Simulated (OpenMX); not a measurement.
Crystal: Sb.

```xyz
2
Lattice="4.5067 0.0000 0.0000 2.4472 3.7843 0.0000 2.4472 1.3318 3.5422" Properties=species:S:1:pos:R:3 pbc="T T T"
Sb    7.2061    3.9215    2.7152
Sb    2.1951    1.1946    0.8271
```

| Quantity | Value |
| --- | --- |
| Program | OpenMX 3.8.5 |
| Task | relaxation of cell and atoms |
| Functional | PBE |
| Potentials or basis | OpenMX 2013 PBE set, Sb7.0-s3p2d1, grid cutoff 500 Ry |
| k mesh | 5 × 5 × 5 |
| Occupations | fermi-dirac, width 0.05 eV |
| Spin | no spin polarisation |

At the start: volume 30.21 Å³/atom.

Q: Where does the relaxation end?

A: Over 16 steps the energy falls by 59.5 meV/atom and the volume is 34.03 Å³/atom (+12.7 %); space group R-3m (No. 166, to 0.05 Å).

Step by step:
| step | energy change (eV) | largest force (eV/Å) | volume (Å³) |
| --- | --- | --- | --- |
| 1 | 0.0000 | 0.3444 | 60.41 |
| 2 | -0.0538 | 0.1697 | 61.95 |
| 3 | -0.1105 | 0.1825 | 66.01 |
| 4 | -0.1128 | 0.1983 | 66.64 |
| 5 | -0.1155 | 0.1880 | 67.42 |
| 6 | -0.1149 | 0.0848 | 68.13 |
| 7 | -0.1159 | 0.0441 | 67.95 |
| 8 | -0.1163 | 0.0238 | 67.85 |
| 9 | -0.1174 | 0.0230 | 67.78 |
| 10 | -0.1193 | 0.0208 | 67.56 |
| 11 | -0.1194 | 0.0182 | 67.62 |
| 12 | 0.0894 | 1.2190 | 77.34 |
| 13 | -0.1166 | 0.0473 | 68.40 |
| 14 | -0.1190 | 0.0402 | 68.10 |
| 15 | -0.1189 | 0.0195 | 68.06 |
| 16 | -0.1191 | 0.0147 | 68.06 |

Final structure:
```yaml
crystal:
  lattice:
    - [4.71494, 0.03553, 0.01706]
    - [2.59023, 3.95284, 0.01992]
    - [2.58425, 1.41354, 3.68293]
  atoms:
    - { symbol: Sb, position: [0.76648, 0.77090, 0.76695] }
    - { symbol: Sb, position: [0.23352, 0.22910, 0.23305] }
```

Caveat: the basis has few d functions beyond the semicore shells, which can make volumes several per cent too large; volumes in these bases differ from converged ones by about 1 %, for some elements by several; the basis of atomic orbitals isn't converged, which shifts pressures, moduli and gaps.
